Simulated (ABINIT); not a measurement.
# InPd (Pm-3m) in ABINIT: a series of runs

One crystal, InPd, is run at these levels: LDA; tasks: relaxation of cell and atoms, single point.

Everything below comes from runs of ABINIT 10.8.3 (patched build). Logs are shortened: lines on timing, memory, paths and dates and some standing lists are left out, and cuts for length are marked. The log counts tension as positive stress, the text compression.

### Step 1. The structure

It takes space group Pm-3m (No. 221, cubic). Conventional cell: a = 3.272 Å, b = 3.272 Å, c = 3.272 Å, α = 90.00°, β = 90.00°, γ = 90.00°. In (site symmetry m-3m) has 8 Pd at 2.83 Å as nearest neighbours. Around Pd (site symmetry m-3m) lie 8 In at 2.83 Å.

The cell comes from a database or a generator and needn't be the stable form of this composition.

### Step 2. Relaxation of cell and atoms, LDA

run.abi reads:

```
# Pseudopotentials
pp_dirpath "./"
pseudos "In.upf, Pd.upf"

# Structure
acell 3*1.0
rprim
     6.1829661455     0.0000000000     0.0000000000
     0.0000000000     6.1829661455     0.0000000000
     0.0000000000     0.0000000000     6.1829661455
ntypat 2
znucl 49 46
natom 2
typat 1 2
chkprim 0
chksymtnons 0
tolsym 1.0e-6
xred
            0.0            0.0            0.0
            1/2            1/2            1/2

# Plane-wave basis
ecut 41.0
ecutsm 0.5

# k points
kptopt 1
ngkpt 6 6 6
nshiftk 1
shiftk 0.0 0.0 0.0

# Exchange and correlation
ixc 7

# Bands and occupations
nband 20
occopt 3
tsmear 0.00183747

# SCF cycle
nstep 80
tolvrs 1.0e-12

# Output
iomode 3
prteig 0
prtebands 0
prtwf 0
prtden 0

# Relaxation
ionmov 2
optcell 2
ntime 50
tolmxf 2.0e-5
dilatmx 1.08
```

Potentials or basis: PseudoDojo NC SR LDA v0.4.1 standard.

On the command line:

```bash
$ abinit run.abi > log 2>&1
```

run.abo:

```text
.Version 10.8.3 of ABINIT
 Symmetries : space group Pm -3 m (#221); Bravais cP (primitive cubic)
================================================================================
 Values of the parameters that define the memory need of the present run
     intxc =       0    ionmov =       2      iscf =       7    lmnmax =       6
     lnmax =       6     mgfft =      40  mpssoang =       3    mqgrid =    3001
     natom =       2  nloc_mem =       1    nspden =       1   nspinor =       1
    nsppol =       1      nsym =      48    n1xccc =    2501    ntypat =       2
    occopt =       3   xclevel =       1
       mpw =        3771          nfft =       64000          nkpt =          20
================================================================================
================================================================================

--------------------------------------------------------------------------------
------------- Echo of variables that govern the present computation ------------
--------------------------------------------------------------------------------
 -outvars: echo values of preprocessed input variables --------
            acell      1.0000000000E+00  1.0000000000E+00  1.0000000000E+00 Bohr
              amu      1.14820000E+02  1.06420000E+02
          chkprim           0
      chksymtnons           0
          dilatmx      1.08000000E+00
             ecut      4.10000000E+01 Hartree
           ecutsm      5.00000000E-01 Hartree
           ionmov           2
              ixc           7
         kptrlatt        6    0    0      0    6    0      0    0    6
          kptrlen      3.70977969E+01
            natom           2
            nband          20
            ngfft          40      40      40
             nkpt          20
            nstep          80
             nsym          48
            ntime          50
           ntypat           2
           occopt           3
          optcell           2
           prtden           0
        prtebands           0
           prteig           0
            prtwf           0
            rprim      6.1829661455E+00  0.0000000000E+00  0.0000000000E+00
                       0.0000000000E+00  6.1829661455E+00  0.0000000000E+00
                       0.0000000000E+00  0.0000000000E+00  6.1829661455E+00
          spgroup         221
           tolmxf      2.00000000E-05
           tolsym      1.00000000E-06
           tolvrs      1.00000000E-12
           tsmear      1.83747000E-03 Hartree
            typat      1  2
           xangst      0.0000000000E+00  0.0000000000E+00  0.0000000000E+00
                       1.6359423889E+00  1.6359423889E+00  1.6359423889E+00
            xcart      0.0000000000E+00  0.0000000000E+00  0.0000000000E+00
                       3.0914830728E+00  3.0914830728E+00  3.0914830728E+00
             xred      0.0000000000E+00  0.0000000000E+00  0.0000000000E+00
                       5.0000000000E-01  5.0000000000E-01  5.0000000000E-01
            znucl       49.00000   46.00000

================================================================================

 chkinp: Checking input parameters for consistency.

================================================================================
== DATASET  1 ==================================================================

--- !DatasetInfo
iteration_state: {dtset: 1, }
dimensions: {natom: 2, nkpt: 20, mband: 20, nsppol: 1, nspinor: 1, nspden: 1, mpw: 3771, }
cutoff_energies: {ecut:  41.0, pawecutdg:  -1.0, }
electrons: {nelect:   3.10000000E+01, charge:   0.00000000E+00, occopt:   3.00000000E+00, tsmear:   1.83747000E-03, }
meta: {optdriver: 0, ionmov: 2, optcell: 2, iscf: 7, paral_kgb: 0, }
...

 Exchange-correlation functional for the present dataset will be:
  LDA: Perdew-Wang 92 LSD fit to Ceperley-Alder data - ixc=7
  J.P.Perdew and Y.Wang, PRB 45, 13244 (1992)

 Real(R)+Recip(G) space primitive vectors, cartesian coordinates (Bohr,Bohr^-1):
 R(1)=  6.1829661  0.0000000  0.0000000  G(1)=  0.1617347  0.0000000  0.0000000
 R(2)=  0.0000000  6.1829661  0.0000000  G(2)=  0.0000000  0.1617347  0.0000000
 R(3)=  0.0000000  0.0000000  6.1829661  G(3)=  0.0000000  0.0000000  0.1617347
 Unit cell volume ucvol=  2.3636905E+02 bohr^3
 Angles (23,13,12)=  9.00000000E+01  9.00000000E+01  9.00000000E+01 degrees

 getcut: wavevector=  0.0000  0.0000  0.0000  ngfft=  40  40  40
         ecut(hartree)=     47.822   => boxcut(ratio)=   2.07818

--- Pseudopotential description ------------------------------------------------
- pspini: atom type   1  psp file is ./In.upf
  49.00000  13.00000  180309                  znucl, zion, pspdat
12 -1012 2 -1 1894                            pspcod,pspxc,lmax,lloc,mmax
     nproj     2     2     2

- pspini: atom type   2  psp file is ./Pd.upf
  46.00000  18.00000  180309                  znucl, zion, pspdat
12 -1012 2 -1 1222                            pspcod,pspxc,lmax,lloc,mmax
     nproj     2     2     2

   1.59709243E+03                                ecore*ucvol(ha*bohr**3)
--------------------------------------------------------------------------------

================================================================================

=== [ionmov= 2] Broyden-Fletcher-Goldfarb-Shanno method (forces)
================================================================================

--- Iteration: ( 1/50) Internal Cycle: (1/1)
--------------------------------------------------------------------------------

---SELF-CONSISTENT-FIELD CONVERGENCE--------------------------------------------

--- !BeginCycle
iteration_state: {dtset: 1, itime: 1, icycle: 1, }
solver: {iscf: 7, nstep: 80, nline: 4, wfoptalg: 0, }
tolerances: {tolvrs: 1.00E-12, }
...

     iter   Etot(hartree)      deltaE(h)  residm     vres2
 ETOT  1  -200.64440371136    -2.006E+02 2.471E-01 1.733E+03
 ETOT  2  -200.52008909302     1.243E-01 2.134E-02 4.306E+03
 ETOT  3  -201.22786096416    -7.078E-01 9.827E-03 1.367E+02
 ETOT  4  -201.24291922586    -1.506E-02 5.071E-03 3.261E+01
 ETOT  5  -201.24772140293    -4.802E-03 5.017E-03 5.531E-02
 ETOT  6  -201.24772744866    -6.046E-06 2.097E-03 7.956E-03
 ETOT  7  -201.24772860779    -1.159E-06 1.284E-03 1.727E-04
 ETOT  8  -201.24772862837    -2.057E-08 1.165E-03 1.925E-06
 ETOT  9  -201.24772862858    -2.171E-10 4.244E-04 3.317E-07
 ETOT 10  -201.24772862863    -4.817E-11 1.050E-03 3.550E-09
 ETOT 11  -201.24772862864    -1.006E-11 3.274E-04 5.636E-13
[... 442 lines left out ...]
 Gradient of E wrt nuclear positions in reduced coordinates (gred)
  0.00000000000000E+00  0.00000000000000E+00  0.00000000000000E+00
  0.00000000000000E+00  0.00000000000000E+00  0.00000000000000E+00
 Scale of Primitive Cell (acell) [bohr]
  6.07593006862636E+00  6.07593006862636E+00  6.07593006862636E+00
 Real space primitive translations (rprimd) [bohr]
  6.07593006862636E+00  0.00000000000000E+00  0.00000000000000E+00
  0.00000000000000E+00  6.07593006862636E+00  0.00000000000000E+00
  0.00000000000000E+00  0.00000000000000E+00  6.07593006862636E+00
 Unitary Cell Volume (ucvol) [Bohr^3]=  2.24304661932780E+02
 Angles (23,13,12)= [degrees]
  9.00000000000000E+01  9.00000000000000E+01  9.00000000000000E+01
 Lengths [Bohr]
  6.07593006862636E+00  6.07593006862636E+00  6.07593006862636E+00
 Stress tensor in cartesian coordinates (strten) [Ha/bohr^3]
  3.72989376884458E-09  0.00000000000000E+00  0.00000000000000E+00
  0.00000000000000E+00  3.72989379660016E-09  0.00000000000000E+00
  0.00000000000000E+00  0.00000000000000E+00  3.72989379660016E-09
 Total energy (etotal) [Ha]= -2.01249225625081E+02

 Difference of energy with previous step (new-old):
           Absolute (Ha)=-1.41675E-08
           Relative     =-7.03980E-11

 At Broyd/MD step   5, gradients are converged :
  max grad (force/stress) = 3.7299E-07 < tolmxf= 2.0000E-05 ha/bohr (free atoms)

================================================================================

 ----iterations are completed or convergence reached----

 Mean square residual over all n,k,spin=   14.466E-11; max=  57.024E-09
 reduced coordinates (array xred) for    2 atoms
       0.000000000000      0.000000000000      0.000000000000
       0.500000000000      0.500000000000      0.500000000000
 rms dE/dt=  0.0000E+00; max dE/dt=  0.0000E+00; dE/dt below (all hartree)
    1       0.000000000000      0.000000000000      0.000000000000
    2       0.000000000000      0.000000000000      0.000000000000

 cartesian coordinates (angstrom) at end:
    1      0.00000000000000     0.00000000000000     0.00000000000000
    2      1.60762186258806     1.60762186258806     1.60762186258806

 cartesian forces (hartree/bohr) at end:
    1     -0.00000000000000    -0.00000000000000    -0.00000000000000
    2     -0.00000000000000    -0.00000000000000    -0.00000000000000
 frms,max,avg= 0.0000000E+00 0.0000000E+00   0.000E+00  0.000E+00  0.000E+00 h/b

 cartesian forces (eV/Angstrom) at end:
    1     -0.00000000000000    -0.00000000000000    -0.00000000000000
    2     -0.00000000000000    -0.00000000000000    -0.00000000000000
 frms,max,avg= 0.0000000E+00 0.0000000E+00   0.000E+00  0.000E+00  0.000E+00 e/A
 length scales=  6.075930068626  6.075930068626  6.075930068626 bohr
              =  3.215243725176  3.215243725176  3.215243725176 angstroms
 Fermi (or HOMO) energy (hartree) =   0.42445   Average Vxc (hartree)=  -0.49235
 Eigenvalues (hartree) for nkpt=  20  k points:
 kpt#   1, nband= 20, wtk=  0.00463, kpt=  0.0000  0.0000  0.0000 (reduced coord)
  -2.68360   -1.42755   -1.42755   -1.42755   -0.12907   -0.12907   -0.11152   -0.11152
  -0.11152    0.03483    0.27302    0.27302    0.33434    0.33434    0.33434    0.57975
   0.57975    0.57975    0.78668    0.82998
      occupation numbers for kpt#   1
   2.00000    2.00000    2.00000    2.00000    2.00000    2.00000    2.00000    2.00000
   2.00000    2.00000    2.00000    2.00000    2.00000    2.00000    2.00000    0.00000
   0.00000    0.00000    0.00000    0.00000
 prteigrs : prtvol=0 or 1, do not print more k-points.

--- !EnergyTerms
iteration_state     : {dtset: 1, itime: 5, icycle: 1, }
comment             : Components of total free energy in Hartree
kinetic             :  8.74001128402651E+01
hartree             :  3.97946348582271E+01
xc                  : -4.03508435076085E+01
Ewald energy        : -1.45993590390202E+02
psp_core            :  7.12019276992502E+00
local_psp           : -1.35295677076466E+02
non_local_psp       : -1.39238534314118E+01
internal            : -2.01249023937271E+02
'-kT*entropy'       : -2.01687810001312E-04
total_energy        : -2.01249225625081E+02
total_energy_eV     : -5.47627041018865E+03
band_energy         : -1.14061280839927E+01
...

 Cartesian components of stress tensor (hartree/bohr^3)
  sigma(1 1)=  3.72989377E-09  sigma(3 2)=  0.00000000E+00
  sigma(2 2)=  3.72989380E-09  sigma(3 1)=  0.00000000E+00
  sigma(3 3)=  3.72989380E-09  sigma(2 1)=  0.00000000E+00

-Cartesian components of stress tensor (GPa)         [Pressure= -1.0974E-04 GPa]
- sigma(1 1)=  1.09737263E-04  sigma(3 2)=  0.00000000E+00
- sigma(2 2)=  1.09737264E-04  sigma(3 1)=  0.00000000E+00
- sigma(3 3)=  1.09737264E-04  sigma(2 1)=  0.00000000E+00

== END DATASET(S) ==============================================================
================================================================================

 -outvars: echo values of variables after computation  --------
            acell      6.0759300686E+00  6.0759300686E+00  6.0759300686E+00 Bohr
           etotal     -2.0124922563E+02
            fcart     -0.0000000000E+00 -0.0000000000E+00 -0.0000000000E+00
                      -0.0000000000E+00 -0.0000000000E+00 -0.0000000000E+00
           strten      3.7298937688E-09  3.7298937966E-09  3.7298937966E-09
                       0.0000000000E+00  0.0000000000E+00  0.0000000000E+00
           xangst      0.0000000000E+00  0.0000000000E+00  0.0000000000E+00
                       1.6076218626E+00  1.6076218626E+00  1.6076218626E+00
             xred      0.0000000000E+00  0.0000000000E+00  0.0000000000E+00
                       5.0000000000E-01  5.0000000000E-01  5.0000000000E-01
 Calculation completed.
```

Wall time 3.1 min (1 thread of Arm Neoverse V1, shared host); peak memory 0.08 GiB.

Results:

| Quantity | Value |
| --- | --- |
| Free energy | -5476.2704 eV |
| Relaxed volume | 16.62 Å³/atom |
| Relaxed cell | a = 3.215 Å, b = 3.215 Å, c = 3.215 Å, α = 90.00°, β = 90.00°, γ = 90.00° |
| Space group after relaxing (to 0.05 Å) | Pm-3m (No. 221) |
| Energy gained by relaxing | 20.4 meV/atom |
| Ionic steps | 5 |
| Pressure after relaxing | 0.0 GPa |
| Band gap on the k mesh | none (metal or under the smearing width) |

The path:
| step | energy change (eV) | largest force (eV/Å) | pressure (GPa) | volume (Å³) |
| --- | --- | --- | --- | --- |
| 1 | 0.0000 | 0.0000 | -6.92 | 35.03 |
| 2 | -0.0260 | 0.0000 | -4.35 | 34.29 |
| 3 | -0.0406 | 0.0000 | 0.47 | 33.13 |
| 4 | -0.0407 | 0.0000 | -0.02 | 33.24 |
| 5 | -0.0407 | 0.0000 | 0.00 | 33.24 |

Final structure:
```xyz
2
Lattice="3.2152 0.0000 0.0000 0.0000 3.2152 0.0000 0.0000 0.0000 3.2152" Properties=species:S:1:pos:R:3 pbc="T T T"
In    0.0000    0.0000    0.0000
Pd    1.6076    1.6076    1.6076
```

### Step 3. Single point, LDA (cell relaxed)

run.abi reads:

```
# Pseudopotentials
pp_dirpath "./"
pseudos "In.upf, Pd.upf"

# Structure
acell 3.21524373 3.21524373 3.21524373 Angstrom
rprim
     1.0000000000     0.0000000000     0.0000000000
     0.0000000000     1.0000000000     0.0000000000
     0.0000000000     0.0000000000     1.0000000000
ntypat 2
znucl 49 46
natom 2
typat 1 2
xred
     0.0000000000     0.0000000000     0.0000000000
     0.5000000000     0.5000000000     0.5000000000
chkprim 0
chksymtnons 0
tolsym 1.0e-6

# Plane-wave basis
ecut 41.0

# k points
kptopt 1
ngkpt 6 6 6
nshiftk 1
shiftk 0.0 0.0 0.0

# Exchange and correlation
ixc 7

# Bands and occupations
nband 20
occopt 3
tsmear 0.05 eV

# SCF cycle
nstep 100
tolvrs 1.0e-10

# Output
iomode 3
prtwf 0
prtden 0
prteig 0
prtebands 0
enunit 1
```

Potentials or basis: PseudoDojo NC SR LDA v0.4.1 standard.

On the command line:

```bash
$ abinit run.abi > log 2>&1
```

Run time: 33 s. Hardware: 1 thread of Arm Neoverse V1, shared host; peak memory 0.07 GiB.

It converged, with:

```
Free energy                                           : -5476.2705 eV
Pressure                                              : 0.0 GPa
Band gap on the k mesh                                : none (metal or under the smearing width)
Valence electrons inside the program's atomic spheres : In 9.91; Pd 15.32
```

Levels at points of the mesh, in eV from the Fermi level:
| k point | band 13 | band 14 | band 15 | band 16 | band 17 | band 18 |
| --- | --- | --- | --- | --- | --- | --- |
| (0.00, 0.00, 0.00) | -2.45 | -2.45 | -2.45 | 4.23 | 4.23 | 4.23 |
| (0.50, 0.00, 0.00) | -3.54 | -3.54 | -2.54 | -1.21 | 9.88 | 9.88 |
| (0.50, 0.50, 0.00) | -2.88 | -2.57 | -2.57 | -1.83 | 1.60 | 2.55 |
| (0.50, 0.50, 0.50) | -1.78 | -1.78 | -0.09 | 3.85 | 3.85 | 3.85 |

### Step 4. Single point, LDA

run.abi reads:

```
# Pseudopotentials
pp_dirpath "./"
pseudos "In_sc.hgh, Pd_sc.hgh"

# Structure
acell 3*1.0
rprim
     6.1829661455     0.0000000000     0.0000000000
     0.0000000000     6.1829661455     0.0000000000
     0.0000000000     0.0000000000     6.1829661455
ntypat 2
znucl 49 46
natom 2
typat 1 2
xcart
     0.0000000000     0.0000000000     0.0000000000
     1.6359423900     1.6359423900     1.6359423900 Angstrom

# Plane-wave basis
ecut 1442.203471 eV

# k points
kptopt 1
ngkpt 6 6 6
nshiftk 1
shiftk 0.0 0.0 0.0

# Exchange and correlation
ixc 7

# Bands and occupations
nband 20
occopt 3
tsmear 0.05 eV

# SCF cycle
nstep 100
tolvrs 1.0e-10

# Output
iomode 3
prtwf 0
prtden 0
prteig 0
prtebands 0
enunit 1
```

Potentials or basis: HGH LDA semicore.

On the command line:

```bash
$ abinit run.abi > log 2>&1
```

run.abo:

```text
.Version 10.8.3 of ABINIT
 Symmetries : space group Pm -3 m (#221); Bravais cP (primitive cubic)
================================================================================
 Values of the parameters that define the memory need of the present run
     intxc =       0    ionmov =       0      iscf =       7    lmnmax =       7
     lnmax =       7     mgfft =      45  mpssoang =       3    mqgrid =    3001
     natom =       2  nloc_mem =       1    nspden =       1   nspinor =       1
    nsppol =       1      nsym =      48    n1xccc =       0    ntypat =       2
    occopt =       3   xclevel =       1
       mpw =        4380          nfft =       91125          nkpt =          20
================================================================================
================================================================================

--------------------------------------------------------------------------------
------------- Echo of variables that govern the present computation ------------
--------------------------------------------------------------------------------
 -outvars: echo values of preprocessed input variables --------
            acell      1.0000000000E+00  1.0000000000E+00  1.0000000000E+00 Bohr
              amu      1.14820000E+02  1.06420000E+02
             ecut      5.30000000E+01 Hartree
           enunit           1
              ixc           7
         kptrlatt        6    0    0      0    6    0      0    0    6
          kptrlen      3.70977969E+01
            natom           2
            nband          20
            ngfft          45      45      45
             nkpt          20
            nstep         100
             nsym          48
[... 174 lines left out ...]
hartree             :  4.07440939076151E+01
xc                  : -1.98068333382722E+01
Ewald energy        : -1.43466230415013E+02
psp_core            :  8.53726492705737E+00
local_psp           : -1.25293315413250E+02
non_local_psp       : -3.33813794917329E+01
internal            : -1.83431967098298E+02
'-kT*entropy'       : -1.99995979971230E-04
total_energy        : -1.83432167094278E+02
total_energy_eV     : -4.99144354873972E+03
band_energy         : -1.39495694455417E+01
...

 Cartesian components of stress tensor (hartree/bohr^3)
  sigma(1 1)=  2.35208733E-04  sigma(3 2)=  0.00000000E+00
  sigma(2 2)=  2.35208733E-04  sigma(3 1)=  0.00000000E+00
  sigma(3 3)=  2.35208733E-04  sigma(2 1)=  0.00000000E+00

-Cartesian components of stress tensor (GPa)         [Pressure= -6.9201E+00 GPa]
- sigma(1 1)=  6.92007985E+00  sigma(3 2)=  0.00000000E+00
- sigma(2 2)=  6.92007985E+00  sigma(3 1)=  0.00000000E+00
- sigma(3 3)=  6.92007985E+00  sigma(2 1)=  0.00000000E+00

== END DATASET(S) ==============================================================
================================================================================

 -outvars: echo values of variables after computation  --------
            acell      1.0000000000E+00  1.0000000000E+00  1.0000000000E+00 Bohr
           etotal     -1.8343216709E+02
            fcart     -0.0000000000E+00 -0.0000000000E+00 -0.0000000000E+00
                      -0.0000000000E+00 -0.0000000000E+00 -0.0000000000E+00
            rprim      6.1829661455E+00  0.0000000000E+00  0.0000000000E+00
                       0.0000000000E+00  6.1829661455E+00  0.0000000000E+00
                       0.0000000000E+00  0.0000000000E+00  6.1829661455E+00
           strten      2.3520873330E-04  2.3520873330E-04  2.3520873330E-04
                       0.0000000000E+00  0.0000000000E+00  0.0000000000E+00
           xangst      0.0000000000E+00  0.0000000000E+00  0.0000000000E+00
                       1.6359423889E+00  1.6359423889E+00  1.6359423889E+00
             xred      0.0000000000E+00  0.0000000000E+00  0.0000000000E+00
                       5.0000000000E-01  5.0000000000E-01  5.0000000000E-01
 Calculation completed.
```

Run time: 51 s. Hardware: 1 thread of Arm Neoverse V2, shared host; peak memory 0.09 GiB.

What came out:

```yaml
Free_energy: -4991.4435 eV
Band_gap_on_the_k_mesh: none (metal or under the smearing width)
Valence_electrons_inside_the_program's_atomic_spheres: In 9.90; Pd 15.28
```

Caveat: the cutoff is too short for stress, so the log's stress isn't used; HGH potentials are hard and often keep d shells in the core, so these values are rough.
